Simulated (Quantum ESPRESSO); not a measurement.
# La2O3 (P-3m1) in Quantum ESPRESSO: notebook, part 2 of 3

Quantum ESPRESSO 7.5. Earlier steps stand in the parts before.

### Step 3. Dielectric tensor, LDA

Input file pw.in:

```
&CONTROL
  calculation = 'scf'
  prefix = 'pwscf'
  outdir = './tmp'
  pseudo_dir = './pseudo'
  tprnfor = .true.
  tstress = .true.
  disk_io = 'low'
/
&SYSTEM
  ibrav = 0
  celldm(1) = 8
  nat = 5
  ntyp = 2
  ecutwfc = 45
  ecutrho = 360
  nbnd = 28
  occupations = 'smearing'
  smearing = 'fd'
  degauss = 0.00367493
/
&ELECTRONS
  conv_thr = 1d-09
  electron_maxstep = 120
  mixing_beta = 0.5
/
ATOMIC_SPECIES
La   138.9055 la_lda_v1.uspp.F.UPF
O     15.9990 o_lda_v1.2.uspp.F.UPF
CELL_PARAMETERS alat
  0.9285117057697   0.0000000000000   0.0000000000000
 -0.4642558528849   0.8041147249121   0.0000000000000
  0.0000000000000   0.0000000000000   1.4437397799053
ATOMIC_POSITIONS crystal
La     0.3333333333    0.6666666667    0.2462356800
La     0.6666666667    0.3333333333    0.7537643200
O      0.0000000000    0.0000000000    0.0000000000
O      0.3333333333    0.6666666667    0.6458906500
O      0.6666666667    0.3333333333    0.3541093500
K_POINTS automatic
4 4 4 0 0 1
```

Input file scf2.in:

```
&CONTROL
  calculation = 'scf'
  prefix = 'pwscf'
  outdir = './tmp'
  pseudo_dir = './pseudo'
  tprnfor = .true.
  tstress = .true.
  disk_io = 'low'
/
&SYSTEM
  ibrav = 0
  celldm(1) = 8
  nat = 5
  ntyp = 2
  ecutwfc = 45
  ecutrho = 360
  nbnd = 28
  occupations = 'fixed'
/
&ELECTRONS
  conv_thr = 1d-13
  electron_maxstep = 120
  mixing_beta = 0.5
  startingpot = 'file'
  startingwfc = 'file'
/
ATOMIC_SPECIES
La   138.9055 la_lda_v1.uspp.F.UPF
O     15.9990 o_lda_v1.2.uspp.F.UPF
CELL_PARAMETERS alat
  0.9285117057697   0.0000000000000   0.0000000000000
 -0.4642558528849   0.8041147249121   0.0000000000000
  0.0000000000000   0.0000000000000   1.4437397799053
ATOMIC_POSITIONS crystal
La     0.3333333333    0.6666666667    0.2462356800
La     0.6666666667    0.3333333333    0.7537643200
O      0.0000000000    0.0000000000    0.0000000000
O      0.3333333333    0.6666666667    0.6458906500
O      0.6666666667    0.3333333333    0.3541093500
K_POINTS automatic
4 4 4 0 0 1
```

Input file ph.in:

```
dielectric of La2O3
&INPUTPH
  prefix = 'pwscf'
  outdir = './tmp'
  tr2_ph = 1d-18
  fildyn = 'dyn'
  niter_ph = 90
  alpha_mix(1) = 0.7
  epsil = .true.
  trans = .false.
  zeu = .true.
/
0.0000000000 0.0000000000 0.0000000000
```

Potentials or basis: GBRV 1.5 LDA.

Command:

```
OMP_NUM_THREADS=1 pw.x -in pw.in > pw.out
OMP_NUM_THREADS=1 pw.x -in scf2.in > scf2.out
OMP_NUM_THREADS=1 ph.x -in ph.in > ph.out
```

pw.out:

```text
This program is part of the open-source Quantum ESPRESSO suite
     for quantum simulation of materials; please cite
[... 9 lines left out ...]
     --------------------
     sticks:   dense  smooth     PW     G-vecs:    dense   smooth      PW
     Sum        1369     673    199                63669    22501    3561

     Using Slab Decomposition

     bravais-lattice index     =            0
     lattice parameter (alat)  =       8.0000  a.u.
     unit-cell volume          =     551.9049 (a.u.)^3
     number of atoms/cell      =            5
     number of atomic types    =            2
     number of electrons       =        40.00
     number of Kohn-Sham states=           28
     kinetic-energy cutoff     =      45.0000  Ry
     charge density cutoff     =     360.0000  Ry
     scf convergence threshold =      1.0E-09
     mixing beta               =       0.5000
     number of iterations used =            8  plain     mixing
     Exchange-correlation= SLA  PZ   NOGX NOGC
                           (   1   1   0   0   0   0   0)

     celldm(1)=   8.000000  celldm(2)=   0.000000  celldm(3)=   0.000000
     celldm(4)=   0.000000  celldm(5)=   0.000000  celldm(6)=   0.000000

     crystal axes: (cart. coord. in units of alat)
               a(1) = (   0.928512   0.000000   0.000000 )
               a(2) = (  -0.464256   0.804115   0.000000 )
               a(3) = (   0.000000   0.000000   1.443740 )

     reciprocal axes: (cart. coord. in units 2 pi/alat)
               b(1) = (  1.076992  0.621802 -0.000000 )
[... 277 lines left out ...]
     8.5643   8.8725   9.1629   9.4683  13.7962  14.2109  14.7128  14.8594
    14.9086  14.9656  15.0317  15.0553
[... 10 lines left out ...]
   -20.0507 -20.0178  -7.5373  -7.3800  -5.7870  -4.1059  -3.9207  -3.6434
    -3.2384  -2.1547  -1.9427   7.0587   7.3802   7.6790   7.9485   8.2462
     8.8360   8.9474   9.1887   9.4849  13.8127  14.3385  14.3689  14.8328
    14.9155  14.9741  15.0634  15.1073

          k = 0.0000 0.3109-0.0866 (  2806 PWs)   bands (ev):

   -20.1857 -20.0162  -7.2433  -6.6880  -5.9138  -3.8703  -3.5178  -3.4965
    -3.2314  -2.8964  -2.1930   6.9670   7.3103   7.6367   7.7099   8.0235
     8.2692   8.8185   9.2032   9.3934  13.5992  14.4161  14.4697  14.8862
    14.9275  15.0046  15.1686  15.1774

          k = 0.0000 0.3109-0.2597 (  2812 PWs)   bands (ev):

   -20.1378 -20.0656  -7.2883  -6.7705  -5.6734  -3.7862  -3.6676  -3.6090
    -3.3221  -2.7802  -2.1017   6.9799   7.2442   7.3253   7.6402   7.8601
     8.2255   9.0974   9.2158   9.3995  13.8242  14.4615  14.5623  14.6537
    14.9691  14.9957  15.0923  15.1307

     the Fermi energy is    11.2396 ev

!    total energy              =    -302.12761176 Ry
     estimated scf accuracy    <          2.8E-10 Ry
     smearing contrib. (-TS)   =      -0.00000000 Ry
     internal energy E=F+TS    =    -302.12761176 Ry

     The total energy is F=E-TS. E is the sum of the following terms:
     one-electron contribution =     -25.74292922 Ry
     hartree contribution      =      39.09915676 Ry
     xc contribution           =    -119.65093146 Ry
     ewald contribution        =    -195.83290784 Ry

     convergence has been achieved in  18 iterations

     negative rho (up, down):  1.246E-01 0.000E+00

     Forces acting on atoms (cartesian axes, Ry/au):

     atom    1 type  1   force =     0.00000000   -0.00000000    0.00554181
     atom    2 type  1   force =    -0.00000000    0.00000000   -0.00554181
     atom    3 type  2   force =     0.00000000    0.00000000    0.00000000
     atom    4 type  2   force =    -0.00000000   -0.00000000   -0.00085113
     atom    5 type  2   force =    -0.00000000   -0.00000000    0.00085113

     Total force =     0.007929     Total SCF correction =     0.000018

     Computing stress (Cartesian axis) and pressure

     negative rho (up, down):  1.246E-01 0.000E+00
          total   stress  (Ry/bohr**3)                   (kbar)     P=      -59.13
  -0.00041250  -0.00000000   0.00000000          -60.68       -0.00        0.00
  -0.00000000  -0.00041250   0.00000000           -0.00      -60.68        0.00
   0.00000000   0.00000000  -0.00038083            0.00        0.00      -56.02

=------------------------------------------------------------------------------=
   JOB DONE.
=------------------------------------------------------------------------------=
```

Wall time 14 min (1 thread of Intel Xeon at 2.50GHz (Skylake/Cascade Lake), shared host); peak memory 0.65 GiB.

Results:

| Quantity | Value |
| --- | --- |
| Free energy | -4110.6556 eV |
| Pressure | -5.9 GPa |
| Largest force | 0.143 eV/Å |
| Electronic dielectric tensor (diagonal) | 4.85, 4.85, 4.75 |
| Born charges (mean of the diagonal) | La +4.06; O -2.66, -2.74 e |

Forces on the atoms (eV/Å):
```
La   0.000  0.000  0.143
La   0.000  0.000 -0.143
O    0.000  0.000  0.000
O    0.000  0.000 -0.022
O    0.000  0.000  0.022
```

Levels at points of the mesh, in eV from the valence-band top:
| k point | band 18 | band 19 | band 20 | band 21 | band 22 | band 23 |
| --- | --- | --- | --- | --- | --- | --- |
| (0.00, 0.00, 0.12) | -0.33 | -0.33 | -0.16 | 4.32 | 4.66 | 4.66 |

Electronic dielectric tensor:
```
4.85 0.00 0.00
0.00 4.85 0.00
0.00 0.00 4.75
```

Born effective charge tensors (e):
atom 1, La
```
4.18 0.00 0.00
0.00 4.18 0.00
0.00 0.00 3.81
```
atom 2, La
```
4.18 0.00 0.00
0.00 4.18 0.00
0.00 0.00 3.81
```
atom 3, O
```
-2.70  0.00  0.00
 0.00 -2.70  0.00
 0.00  0.00 -2.57
```
atom 4, O
```
-2.84  0.00  0.00
 0.00 -2.84  0.00
 0.00  0.00 -2.53
```
atom 5, O
```
-2.84  0.00  0.00
 0.00 -2.84  0.00
 0.00  0.00 -2.53
```

Caveat: the k mesh is coarse (spacing up to 0.46 Å⁻¹), so the values aren't converged; the cell is more than 3 GPa from zero pressure, which shifts response properties.

### Step 4. Dielectric tensor, PBE

Edit pw.in of step 3 so:

```diff
@@ -27,4 +27,4 @@
 ATOMIC_SPECIES
-La   138.9055 la_lda_v1.uspp.F.UPF
-O     15.9990 o_lda_v1.2.uspp.F.UPF
+La   138.9055 la_pbe_v1.uspp.F.UPF
+O     15.9990 o_pbe_v1.2.uspp.F.UPF
 CELL_PARAMETERS alat
```

Edit scf2.in of step 3 so:

```diff
@@ -27,4 +27,4 @@
 ATOMIC_SPECIES
-La   138.9055 la_lda_v1.uspp.F.UPF
-O     15.9990 o_lda_v1.2.uspp.F.UPF
+La   138.9055 la_pbe_v1.uspp.F.UPF
+O     15.9990 o_pbe_v1.2.uspp.F.UPF
 CELL_PARAMETERS alat
```

ph.in is that of step 3.

Potentials or basis: GBRV 1.5 PBE.

Command:

```
OMP_NUM_THREADS=1 pw.x -in pw.in > pw.out
OMP_NUM_THREADS=1 pw.x -in scf2.in > scf2.out
OMP_NUM_THREADS=1 ph.x -in ph.in > ph.out
```

pw.out:

```text
This program is part of the open-source Quantum ESPRESSO suite
     for quantum simulation of materials; please cite
[... 9 lines left out ...]
     --------------------
     sticks:   dense  smooth     PW     G-vecs:    dense   smooth      PW
     Sum        1369     673    199                63669    22501    3561

     Using Slab Decomposition

     bravais-lattice index     =            0
     lattice parameter (alat)  =       8.0000  a.u.
     unit-cell volume          =     551.9049 (a.u.)^3
     number of atoms/cell      =            5
     number of atomic types    =            2
     number of electrons       =        40.00
     number of Kohn-Sham states=           28
     kinetic-energy cutoff     =      45.0000  Ry
     charge density cutoff     =     360.0000  Ry
     scf convergence threshold =      1.0E-09
     mixing beta               =       0.5000
     number of iterations used =            8  plain     mixing
     Exchange-correlation= SLA  PW   PBE  PBE
                           (   1   4   3   4   0   0   0)

     celldm(1)=   8.000000  celldm(2)=   0.000000  celldm(3)=   0.000000
     celldm(4)=   0.000000  celldm(5)=   0.000000  celldm(6)=   0.000000

     crystal axes: (cart. coord. in units of alat)
               a(1) = (   0.928512   0.000000   0.000000 )
               a(2) = (  -0.464256   0.804115   0.000000 )
               a(3) = (   0.000000   0.000000   1.443740 )

     reciprocal axes: (cart. coord. in units 2 pi/alat)
               b(1) = (  1.076992  0.621802 -0.000000 )
               b(2) = (  0.000000  1.243604  0.000000 )
               b(3) = (  0.000000 -0.000000  0.692646 )

     PseudoPot. # 1 for La read from file:
     la_pbe_v1.uspp.F.UPF
     Pseudo is Ultrasoft + core correction, Zval = 11.0
     Generated by new atomic code, or converted to UPF format
     Using radial grid of  995 points,  8 beta functions with:
                l(1) =   0
                l(2) =   0
                l(3) =   1
                l(4) =   1
                l(5) =   2
                l(6) =   2
                l(7) =   3
                l(8) =   3
     Q(r) pseudized with  8 coefficients,  rinner =    1.700   1.700   1.700
                                                       1.700   1.700   1.700
                                                       1.700

     PseudoPot. # 2 for O  read from file:
     o_pbe_v1.2.uspp.F.UPF
     Pseudo is Ultrasoft + core correction, Zval =  6.0
[... 181 lines left out ...]
     Davidson diagonalization with overlap
     ethr =  3.31E-10,  avg # of iterations =  2.5

     negative rho (up, down):  9.949E-02 0.000E+00

     End of self-consistent calculation

          k = 0.0000 0.0000 0.0866 (  2797 PWs)   bands (ev):

   -19.9660 -19.7421  -6.9856  -5.7377  -5.3378  -3.3862  -3.3862  -3.1690
    -3.1690  -3.0295  -2.2951   7.4387   7.4387   7.6897   7.8046   7.8046
     8.4032   9.5523   9.5523   9.7178  14.3427  14.5946  14.5946  15.1741
    15.3709  15.4533  15.4534  15.7471
[... 17 lines left out ...]
   -19.8268 -19.7537  -7.1481  -6.6818  -5.3740  -3.5761  -3.4726  -3.3661
    -3.2505  -2.3928  -1.9008   7.5167   7.5904   7.8218   8.0978   8.3439
     8.5307   9.3218   9.5472   9.7766  14.5016  14.6796  14.9905  15.1553
    15.3864  15.4074  15.5052  15.5585

          k = 0.0000-0.6218 0.0866 (  2806 PWs)   bands (ev):

   -19.7595 -19.6872  -7.3800  -7.2465  -5.4089  -3.9437  -3.7454  -3.3474
    -3.2483  -1.9567  -1.6598   7.5168   7.9633   7.9982   8.6751   9.0657
     9.2040   9.3232   9.5153   9.6255  13.8782  14.7500  15.2281  15.2446
    15.3484  15.4134  15.4270  15.4973

          k = 0.0000-0.6218 0.2597 (  2814 PWs)   bands (ev):

   -19.7391 -19.7071  -7.5113  -7.2288  -5.2970  -3.6347  -3.5890  -3.4692
    -3.4092  -2.2725  -1.4682   7.0074   7.8153   8.2757   8.8668   8.8737
     8.9555   9.2792   9.5461   9.8602  14.2696  14.6887  15.1444  15.2835
    15.3305  15.3835  15.4497  15.4736
[... 10 lines left out ...]
   -19.7396 -19.7069  -7.3812  -7.2263  -5.6422  -3.8129  -3.6457  -3.3781
    -3.0234  -1.9781  -1.7698   7.5018   7.8020   8.0913   8.3498   8.6361
     9.2374   9.3322   9.5853   9.8696  14.3070  14.7876  14.8170  15.2584
    15.3387  15.3935  15.4808  15.5230

          k = 0.0000 0.3109-0.0866 (  2806 PWs)   bands (ev):

   -19.8734 -19.7057  -7.0951  -6.5660  -5.7490  -3.5851  -3.2449  -3.2395
    -3.0346  -2.6917  -2.0050   7.3927   7.7142   8.0411   8.1148   8.4143
     8.6844   9.2199   9.5975   9.7872  14.0862  14.8720  14.9122  15.3255
    15.3493  15.4262  15.5832  15.5924

          k = 0.0000 0.3109-0.2597 (  2812 PWs)   bands (ev):

   -19.8261 -19.7545  -7.1372  -6.6350  -5.5433  -3.5039  -3.3985  -3.3327
    -3.1062  -2.5808  -1.9252   7.3993   7.6469   7.7558   8.0446   8.2756
     8.6113   9.4961   9.6128   9.7919  14.2958  14.9008  15.0248  15.0945
    15.3907  15.4127  15.5084  15.5456

     the Fermi energy is    11.6580 ev

!    total energy              =    -302.84852956 Ry
     estimated scf accuracy    <          9.5E-10 Ry
     smearing contrib. (-TS)   =      -0.00000000 Ry
     internal energy E=F+TS    =    -302.84852956 Ry

     The total energy is F=E-TS. E is the sum of the following terms:
     one-electron contribution =     -25.64484125 Ry
     hartree contribution      =      39.48029142 Ry
     xc contribution           =    -120.85107189 Ry
     ewald contribution        =    -195.83290784 Ry

     convergence has been achieved in  15 iterations

     negative rho (up, down):  9.949E-02 0.000E+00

     Forces acting on atoms (cartesian axes, Ry/au):

     atom    1 type  1   force =    -0.00000000   -0.00000000   -0.00124530
     atom    2 type  1   force =     0.00000000    0.00000000    0.00124530
     atom    3 type  2   force =     0.00000000    0.00000000    0.00000000
     atom    4 type  2   force =    -0.00000000   -0.00000000    0.00009358
     atom    5 type  2   force =    -0.00000000   -0.00000000   -0.00009358

     Total force =     0.001766     Total SCF correction =     0.000007

     Computing stress (Cartesian axis) and pressure

     negative rho (up, down):  9.949E-02 0.000E+00
          total   stress  (Ry/bohr**3)                   (kbar)     P=       21.99
   0.00014548   0.00000000  -0.00000000           21.40        0.00       -0.00
   0.00000000   0.00014548  -0.00000000            0.00       21.40       -0.00
   0.00000000   0.00000000   0.00015747            0.00        0.00       23.17

=------------------------------------------------------------------------------=
   JOB DONE.
=------------------------------------------------------------------------------=
```

It took 14 min on 1 thread of Intel Xeon at 2.50GHz (Skylake/Cascade Lake), shared host; peak memory 0.65 GiB.

Results:

| Quantity | Value |
| --- | --- |
| Free energy | -4120.4642 eV |
| Pressure | 2.2 GPa |
| Largest force | 0.032 eV/Å |
| Electronic dielectric tensor (diagonal) | 4.81, 4.81, 4.70 |
| Born charges (mean of the diagonal) | La +4.08; O -2.68, -2.76 e |

Forces on the atoms (eV/Å):
```
La   0.000  0.000 -0.032
La   0.000  0.000  0.032
O    0.000  0.000  0.000
O    0.000  0.000  0.002
O    0.000  0.000 -0.002
```

Levels at points of the mesh, in eV from the valence-band top:
```csv
k point,band 16,band 17,band 18,band 19,band 20,band 21,band 22,band 23,band 24,band 25
"(0.00, 0.00, 0.12)",-2.07,-1.47,-0.32,-0.32,-0.15,4.47,4.72,4.72,5.30,5.50
```

Electronic dielectric tensor:
```
4.81 0.00 0.00
0.00 4.81 0.00
0.00 0.00 4.70
```

Born effective charge tensors (e):
atom 1, La
```
4.21 0.00 0.00
0.00 4.21 0.00
0.00 0.00 3.83
```
atom 2, La
```
4.21 0.00 0.00
0.00 4.21 0.00
0.00 0.00 3.83
```
atom 3, O
```
-2.72  0.00  0.00
 0.00 -2.72  0.00
 0.00  0.00 -2.58
```
atom 4, O
```
-2.86  0.00  0.00
 0.00 -2.86  0.00
 0.00  0.00 -2.54
```
atom 5, O
```
-2.86  0.00  0.00
 0.00 -2.86  0.00
 0.00  0.00 -2.54
```

Caveat: the k mesh is coarse (spacing up to 0.46 Å⁻¹), so the values aren't converged.

(Part 2 of 3 ends here.)
